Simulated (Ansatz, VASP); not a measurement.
# MgO: VASP beside Ansatz

```
Mg O
1.0
     0.00000    2.10217    2.10217
     2.15472    0.00000    2.10217
     2.15472    2.10217    0.00000
Mg O
1 1
Direct
  0.00000 0.00000 0.00000
  0.50000 0.50000 0.50000
```

Change from the starting cell: uniaxial_x strain +2.5%.

Alike in both runs: task single point; functional PBE; k mesh 10 × 10 × 10; occupations fermi-dirac, width 0.02 eV; no spin polarisation.

```csv
,VASP,Ansatz
version,VASP 6.6.1,Ansatz 0.2.0
potentials or method,"VASP PAW PBE potentials, release 64 (Mg, O)","plane waves, PAW"
plane-wave cutoff (eV),520,420
valence electrons in the cell,8,16
```

```tsv
	VASP	Ansatz	Ansatz less VASP
gap on the k mesh at the Fermi level (eV)	4.50	4.52	+0.018
pressure (GPa)	1.0	1.8	+0.75
largest component of the traceless stress (GPa)	3.00	2.98	-0.019
```

The functional is the same, so the differences come from potentials, cutoffs and numerics. The two sets of potentials don't hold the same shells in valence.
